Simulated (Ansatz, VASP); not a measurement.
**InP in VASP and in Ansatz**

```
In P
1.0
     3.87382    0.00000    0.00000
    -1.93691    3.35483    0.00000
     0.00000    0.00000    6.64927
In P
2 2
Direct
  0.00000 0.00000 0.00000
  0.00000 0.00000 0.50000
  0.33333 0.66667 0.25000
  0.66667 0.33333 0.75000
```

Alike in both runs: functional PBE; k mesh 9 × 9 × 5; occupations fermi-dirac, width 0.1 eV; no spin polarisation.

Ansatz relaxed the structure, and its values are those at the end. VASP's run is a single point on that final structure, the one shown.

|  | VASP | Ansatz |
| --- | --- | --- |
| version | VASP 6.6.1 | Ansatz 0.2.0 |
| potentials or method | VASP PAW PBE potentials, release 64 (In_d, P) | PAW with Ansatz's default frozen-core files, scalar-relativistic |
| plane-wave cutoff (eV) | 520 | 420 |
| valence electrons in the cell | 36 | 36 |

|  | VASP | Ansatz | Ansatz less VASP |
| --- | --- | --- | --- |
| pressure (GPa) | -0.1 | 0.0 | +0.06 |
